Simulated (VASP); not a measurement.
# Ta2H3 (P-3m1) in VASP: settings compared

One crystal, Ta2H3, is run at these levels: PBE, RPBE; tasks: relaxation of cell and atoms, relaxation of the atoms.

All numbers are computed with VASP 6.6.1; they aren't measurements. Logs are shortened: lines on timing, memory, paths and dates and some standing lists are left out, and cuts for length are marked.

### Step 1. The structure

The structure is trigonal, space group P-3m1 (No. 164). The conventional cell has a = 3.682 Å, b = 3.682 Å, c = 4.490 Å, α = 90.00°, β = 90.00°, γ = 120.00°. Ta (site symmetry 3m) has 8 H at 2.19 to 2.30 Å as nearest neighbours. H (site symmetry -3m) has 6 Ta at 2.25 Å as nearest neighbours. Around H (site symmetry 3m) lie 5 Ta at 2.19 to 2.30 Å.

The cell was built by a generator and needn't be a form met in nature.

### Step 2. Relaxation of cell and atoms, PBE

Input file INCAR:

```
SYSTEM = Ta2H3
PREC     = Accurate       ! precision mode
ENCUT    = 600            ! plane-wave cutoff, eV
EDIFF    = 1E-6           ! SCF threshold, eV
ISMEAR   = 0              ! smearing method
SIGMA    = 0.05           ! smearing width, eV
LREAL    = .False.        ! projectors in reciprocal space
LASPH    = .True.         ! aspherical terms in the spheres
NELM     = 80             ! most SCF steps
ALGO     = Fast           ! electronic algorithm
ISIF     = 3              ! what is computed and relaxed
LWAVE    = .False.        ! write WAVECAR
LCHARG   = .False.        ! write CHGCAR
GGA      = PE             ! functional
IBRION   = 2              ! ionic algorithm
NSW      = 60             ! ionic steps
EDIFFG   = -0.01          ! ionic threshold
```

Input file KPOINTS:

```
regular mesh
0
Gamma
  8 8 6
  0 0 0
```

Input file POSCAR:

```
Ta2H3
1.0
    3.6818478800      0.0000000000      0.0000000000
   -1.8409239400      3.1885738000      0.0000000000
    0.0000000000      0.0000000000      4.4904225400
Ta H
2 3
Direct
    0.6666666700      0.3333333300      0.8371703600
    0.3333333300      0.6666666700      0.1628296400
    0.0000000000      0.0000000000      0.0000000000
    0.6666666700      0.3333333300      0.3496741700
    0.3333333300      0.6666666700      0.6503258300
```

Potentials or basis: VASP PAW PBE potentials, release 64 (Ta_pv, H).

Run with:

```sh
cat potpaw_PBE.64/Ta_pv/POTCAR potpaw_PBE.64/H/POTCAR > POTCAR
mpirun -np 1 vasp_std > vasp.out
```

OUTCAR:

```text
SYSTEM = Ta2H3
   PREC = Accurate
   ENCUT = 600
   EDIFF = 1E-6
   ISMEAR = 0
   LREAL = .False.
   LASPH = .True.
   NELM = 80
   ISIF = 3
   GGA = PE
   IBRION = 2
   NSW = 60
   EDIFFG = -0.01

 ion  position               nearest neighbor table
   1  0.667  0.333  0.837-   4 2.19   2 2.58   2 2.58   2 2.58
   2  0.333  0.667  0.163-   5 2.19   1 2.58   1 2.58   1 2.58
   3  0.000  0.000  0.000-
   4  0.667  0.333  0.350-   1 2.19
   5  0.333  0.667  0.650-   2 2.19

  LATTYP: Found a hexagonal cell.
 ALAT       =     3.6818478800
 C/A-ratio  =     1.2196110992

  Lattice vectors:

 A1 = (   3.6818478800,   0.0000000000,   0.0000000000)
 A2 = (  -1.8409239400,   3.1885738000,   0.0000000000)
 A3 = (   0.0000000000,   0.0000000000,   4.4904225400)

Analysis of symmetry for initial positions (statically):
=====================================================================
 Subroutine PRICEL returns:
 Original cell was already a primitive cell.

 Routine SETGRP: Setting up the symmetry group for a
 hexagonal supercell.

 Subroutine GETGRP returns: Found 12 space group operations
 (whereof 12 operations were pure point group operations)
 out of a pool of 24 trial point group operations.

The static configuration has the point symmetry D_3d.

Analysis of symmetry for dynamics (positions and initial velocities):
=====================================================================
 Subroutine PRICEL returns:
 Original cell was already a primitive cell.

 Routine SETGRP: Setting up the symmetry group for a
 hexagonal supercell.

 Subroutine GETGRP returns: Found 12 space group operations
 (whereof 12 operations were pure point group operations)
 out of a pool of 24 trial point group operations.

The dynamic configuration has the point symmetry D_3d.

 Subroutine INISYM returns: Found 12 space group operations
 (whereof 12 operations are pure point group operations),
 and found     1 'primitive' translations

----------------------------------------------------------------------------------------

                                     Primitive cell

  volume of cell :      52.7169

  direct lattice vectors                    reciprocal lattice vectors
     3.681847880  0.000000000  0.000000000     0.271602747  0.156809919  0.000000000
    -1.840923940  3.188573800  0.000000000     0.000000000  0.313619838  0.000000000
     0.000000000  0.000000000  4.490422540     0.000000000  0.000000000  0.222696192

  length of vectors
     3.681847880  3.681847883  4.490422540     0.313619839  0.313619838  0.222696192

  position of ions in fractional coordinates (direct lattice)
     0.666666670  0.333333330  0.837170360
     0.333333330  0.666666670  0.162829640
     0.000000000  0.000000000  0.000000000
     0.666666670  0.333333330  0.349674170
     0.333333330  0.666666670  0.650325830

  ion indices of the primitive-cell ions
   primitive index   ion index
                 1           1
                 2           2
                 3           3
                 4           4
                 5           5

----------------------------------------------------------------------------------------

 KPOINTS: regular mesh

Automatic generation of k-mesh.
 Grid dimensions read from file:
 generate k-points for:    8    8    6

 Generating k-lattice:

  Cartesian coordinates                     Fractional coordinates (reciprocal lattice)
     0.033950343  0.019601240  0.000000000     0.125000000  0.000000000  0.000000000
     0.000000000  0.039202480  0.000000000     0.000000000  0.125000000  0.000000000
     0.000000000  0.000000000  0.037116032     0.000000000  0.000000000  0.166666667

  Length of vectors
     0.039202480  0.039202480  0.037116032

  Shift w.r.t. Gamma in fractional coordinates (k-lattice)
     0.000000000  0.000000000  0.000000000

 Subroutine IBZKPT returns following result:
 ===========================================

 Found     50 irreducible k-points:

 Following reciprocal coordinates:
            Coordinates               Weight
  0.000000  0.000000  0.000000      1.000000
  0.125000 -0.000000  0.000000      6.000000
  0.250000 -0.000000  0.000000      6.000000
  0.375000  0.000000  0.000000      6.000000
  0.500000 -0.000000  0.000000      3.000000
  0.125000  0.125000  0.000000      6.000000
[... 16 lines left out ...]
 -0.125000  0.500000  0.166667     12.000000
  0.250000  0.250000  0.166667     12.000000
 [... further k-points ...]
   k-points           NKPTS =     50   k-points in BZ     NKDIM =     50   number of bands    NBANDS=     16
   number of dos      NEDOS =    301   number of ions     NIONS =      5
   total plane-waves  NPLWV =  32400
   dimension x,y,z NGX =    30 NGY =   30 NGZ =   36
   dimension x,y,z NGXF=    60 NGYF=   60 NGZF=   72
   ions per type =               2   3
   NGX,Y,Z   is equivalent  to a cutoff of  13.55, 13.55, 13.33 a.u.
   NGXF,Y,Z  is equivalent  to a cutoff of  27.09, 27.09, 26.66 a.u.
 SYSTEM =  Ta2H3
   PREC   = accura    normal or accurate (medium, high low for compatibility)
   ISTART =      0    job   : 0-new  1-cont  2-samecut
   ICHARG =      2    charge: 1-file 2-atom 10-const
   ISPIN  =      1    spin polarized calculation?
   LNONCOLLINEAR =      F non collinear calculations
   LSORBIT =      F    spin-orbit coupling
   LASPH  =      T    aspherical Exc in radial PAW
   ENCUT  =  600.0 eV  44.10 Ry    6.64 a.u.   7.35  7.35  8.97*2*pi/ulx,y,z
   NELM   =     80;   NELMIN=  2; NELMDL= -5     # of ELM steps
   EDIFF  = 0.1E-05   stopping-criterion for ELM
   LREAL  =      F    real-space projection
   EDIFFG = -.1E-01   stopping-criterion for IOM
   NSW    =     60    number of steps for IOM
   IBRION =      2    ionic relax: 0-MD 1-quasi-New 2-CG
   NFREE  =      1    steps in history (QN), initial steepest desc. (CG)
   ISIF   =      3    stress and relaxation
   ISYM   =      2    0-nonsym 1-usesym 2-fastsym
   POTIM  = 0.5000    time-step for ionic-motion
   TEBEG  =    0.0;   TEEND  =   0.0 temperature during run
   PSTRESS=    0.0 pullay stress
   NELECT =      25.0000    total number of electrons
   NUPDOWN=      -1.0000    fix difference up-down
   EMIN   =  10.00;   EMAX   =-10.00  energy-range for DOS
   EFERMI =   0.00;   METHOD = LEGACY
   ISMEAR =     0;   SIGMA  =   0.05  broadening in eV -4-tet -1-fermi 0-gaus
   EFERMI_NEDOS =   21; number of points for ismear=-14 and -15
   IALGO  =     68    algorithm
   IMIX   =      4    mixing-type and parameters
     AMIX     =   0.40;   BMIX     =  1.00
     AMIX_MAG =   1.60;   BMIX_MAG =  1.00
  volume/ion in A,a.u.               =      10.54        71.15
  Fermi-wavevector in a.u.,A,eV,Ry     =   1.276649  2.412518 22.175235  1.629834
  Thomas-Fermi vector in A             =   2.409294
   LORBIT       =      0    0 simple, 1 ext, 2 COOP (PROOUT), +10 PAW based schemes
   GGA     = PE    functional components
   LHFCALC =     F    Hartree Fock is set to
   AEXX    =    0.0000 exact exchange contribution
   IVDW    =     0    specifies the selected vdW correction
   LEPSILON=     F    determine dielectric tensor
   LRPA    =     F    only Hartree local field effects (RPA)
 conjugate gradient relaxation of ions
 non-spin polarized calculation
 RMM-DIIS sequential band-by-band and
 Gauss-broadening in eV      SIGMA  =   0.05
  energy-cutoff  :      600.00
  volume of cell :       52.72
 maximum number of plane-waves:      1794
 NGX is ok and might be reduce to    30
   NGX = 15   NGY = 15   NGZ = 17

--------------------------------------- Ionic step        1  -------------------------------------------

 number of electron      25.0000002 magnetization

 Free energy of the ion-electron system (eV)
  ---------------------------------------------------
  ext. energy  EPLUGINS =         0.00000000
  ---------------------------------------------------
  free energy    TOTEN  =       -31.32710741 eV

  energy without entropy =      -31.32456633  energy(sigma->0) =      -31.32583687

------------------------ aborting loop because EDIFF is reached ----------------------------------------

  FORCE on cell =-STRESS in cart. coord.  units (eV):
  Direction    XX          YY          ZZ          XY          YZ          ZX
  --------------------------------------------------------------------------------------
  -------------------------------------------------------------------------------------
  Total       -0.4245876     -0.4245876      2.9371208      0.0000000     -0.0000000      0.0000000
  in kB      -12.9041182    -12.9041182     89.2653398      0.0000000     -0.0000000      0.0000000
  external PRESSURE =      21.1523678 kB  Pullay stress =       0.0000000 kB
[... 98 lines left out ...]
  FREE ENERGIE OF THE ION-ELECTRON SYSTEM (eV)
  ---------------------------------------------------
  free  energy   TOTEN  =       -32.3441309068 eV

  energy  without entropy=      -32.3393996514  energy(sigma->0) =      -32.34176528

[... ionic steps 4 to 20 ...]

--------------------------------------- Ionic step       21  -------------------------------------------

 number of electron      24.9999996 magnetization

------------------------ aborting loop because EDIFF is reached ----------------------------------------
[... 73 lines left out ...]
--------------------------------------- Ionic step       23  -------------------------------------------

 number of electron      24.9999996 magnetization

 Free energy of the ion-electron system (eV)
  ---------------------------------------------------
  ext. energy  EPLUGINS =         0.00000000
  ---------------------------------------------------
  free energy    TOTEN  =       -34.20434804 eV

  energy without entropy =      -34.20159948  energy(sigma->0) =      -34.20297376

 E-fermi :   5.9199     XC(G=0): -12.3706

 val. band max:        5.9149109273   @ k =   0.2500   0.1250   0.3333
 cond. band min:       5.9278194728   @ k =   0.3750   0.2500   0.0000
 fundamental gap:      0.0129085455
 Fermi energy:         5.9198565828

 k-point     1 :       0.0000    0.0000    0.0000
  band No.  band energies     occupation
      1     -29.1066      2.00000
      2     -28.4739      2.00000
      3     -28.3889      2.00000
      4     -28.3889      2.00000
      5     -28.3168      2.00000
      6     -28.3168      2.00000
[... 433 lines left out ...]
      3     -28.7473      2.00000
      4     -28.6643      2.00000
      5     -28.5867      2.00000
      6     -28.5461      2.00000
[... 8 lines left out ...]
     15       8.4201      0.00000
     16       9.3097      0.00000

 [... further k-points ...]

------------------------ aborting loop because EDIFF is reached ----------------------------------------

  FORCE on cell =-STRESS in cart. coord.  units (eV):
  Direction    XX          YY          ZZ          XY          YZ          ZX
  --------------------------------------------------------------------------------------
  -------------------------------------------------------------------------------------
  Total       -0.0020031     -0.0020031      0.0044799      0.0000000      0.0000000      0.0000000
  in kB       -0.0735962     -0.0735962      0.1645974      0.0000000      0.0000000      0.0000000
  external PRESSURE =       0.0058017 kB  Pullay stress =       0.0000000 kB
[... 20 lines left out ...]
  FREE ENERGIE OF THE ION-ELECTRON SYSTEM (eV)
  ---------------------------------------------------
  free  energy   TOTEN  =       -34.2043480368 eV

  energy  without entropy=      -34.2015994797  energy(sigma->0) =      -34.20297376

 reached required accuracy - stopping structural energy minimisation
```

Run time: 11 min. Hardware: 1 thread of Intel Xeon Platinum 8375C at 2.90GHz (Ice Lake), shared host; peak memory 0.23 GiB.

Results:

* Free energy: -34.2043 eV
* Relaxed volume: 8.72 Å³/atom
* Relaxed cell: a = 3.070 Å, b = 3.070 Å, c = 5.344 Å, α = 90.00°, β = 90.00°, γ = 120.00°
* Space group after relaxing (to 0.05 Å): P-3m1 (No. 164)
* Energy gained by relaxing: 575.4 meV/atom
* Ionic steps: 23
* Pressure after relaxing: 0.0 GPa
* Largest force after relaxing: 0.003 eV/Å
* Band gap on the k mesh: none (metal or under the smearing width)

Forces in eV/Å, atoms in the order of the input:
```
Ta   0.000  0.000  0.003
Ta   0.000  0.000 -0.003
H    0.000  0.000  0.000
H    0.000  0.000 -0.003
H    0.000  0.000  0.003
```

The path:
```csv
step,energy change (eV),largest force (eV/Å),pressure (GPa),volume (Å³)
1,0.0000,5.1191,2.12,52.72
2,-1.0112,0.2131,-20.72,53.77
3,-1.0170,0.0474,-19.72,53.68
4,-2.0692,0.5963,-0.63,44.66
5,-2.0899,0.9032,3.58,43.68
6,-2.4221,0.8474,6.40,42.56
7,-2.4394,0.9645,10.30,41.92
8,-2.6429,0.8005,-5.60,45.26
9,-2.6429,0.8032,-5.42,45.22
10,-2.7646,0.6315,-3.25,44.70
11,-2.8147,0.5666,-0.29,44.13
12,-2.8158,0.6207,0.25,44.04
13,-2.8595,0.1596,-1.08,44.00
14,-2.8611,0.1530,-1.30,43.99
15,-2.8734,0.1129,1.36,43.33
16,-2.8743,0.0963,0.70,43.47
17,-2.8758,0.0615,-0.87,43.79
18,-2.8760,0.0602,-0.45,43.70
19,-2.8768,0.0499,0.16,43.58
20,-2.8768,0.0541,0.19,43.57
21,-2.8772,0.0171,0.01,43.60
22,-2.8772,0.0172,-0.01,43.60
23,-2.8772,0.0032,0.00,43.61
```

Final structure:
```cif
data_structure
_symmetry_space_group_name_H-M 'P 1'
_symmetry_Int_Tables_number 1
_cell_length_a 3.0696
_cell_length_b 3.0696
_cell_length_c 5.3439
_cell_angle_alpha 90.000
_cell_angle_beta 90.000
_cell_angle_gamma 120.000
_cell_volume 43.61
loop_
_atom_site_label
_atom_site_type_symbol
_atom_site_fract_x
_atom_site_fract_y
_atom_site_fract_z
_atom_site_occupancy
Ta1 Ta 0.66667 0.33333 0.76618 1
Ta2 Ta 0.33333 0.66667 0.23382 1
H1 H 0.00000 0.00000 0.00000 1
H2 H 0.66667 0.33333 0.39196 1
H3 H 0.33333 0.66667 0.60804 1
```

Caveat: the volume moved by over 15 % at a fixed basis, so the end points are rough. The run has no spin-orbit coupling, so splittings on Ta are missing.

(Part 1 of 2 ends here.)
